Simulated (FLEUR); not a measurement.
## YN under changes of volume

One of the cells (14.500 Å³/atom); the others are scaled copies at fixed shape and fractional positions:

```
CELL_PARAMETERS angstrom
0.00000 2.43850 2.43850
2.43850 0.00000 2.43850
2.43850 2.43850 0.00000
ATOMIC_POSITIONS crystal
Y 0.00000 0.00000 0.00000
N 0.50000 0.50000 0.50000
```

| Item | Value |
| --- | --- |
| Program | FLEUR MaX-R8.1 (later development tree) |
| Functional | Wu-Cohen GGA |
| Potentials or basis | all-electron |
| Basis | FLAPW |
| Kmax | 4.42 1/bohr |
| k mesh | 9 × 9 × 9 |
| Occupations | fermi-dirac, width 0.05 eV |
| Spin | no spin polarisation |

```tsv
volume (Å³/atom)	energy over the lowest point (meV/atom)	gap on the mesh (eV)
13.630	19.78	0.06
13.920	6.06	0.10
14.500	0.00	0.17
15.080	17.82	0.24
15.370	?	?
```

Q: What does the run at 15.370 Å³/atom give?

A: Energy over the lowest point 34.26 meV/atom; gap on the mesh 0.27 eV.

Worked out: A Birch-Murnaghan fit of order 2 (a polynomial in V^(-2/3)) to the other rows has its minimum at 14.34 Å³/atom with B0 = V·E''(V) = 172 GPa. It gives 34.34 meV/atom at 15.370 Å³/atom, against the run's 34.26.

Energies are extrapolated to zero smearing.

Caveats: an odd mesh through Γ misses points on the zone boundary, where band edges often lie. Spin-orbit coupling on Y is left out.
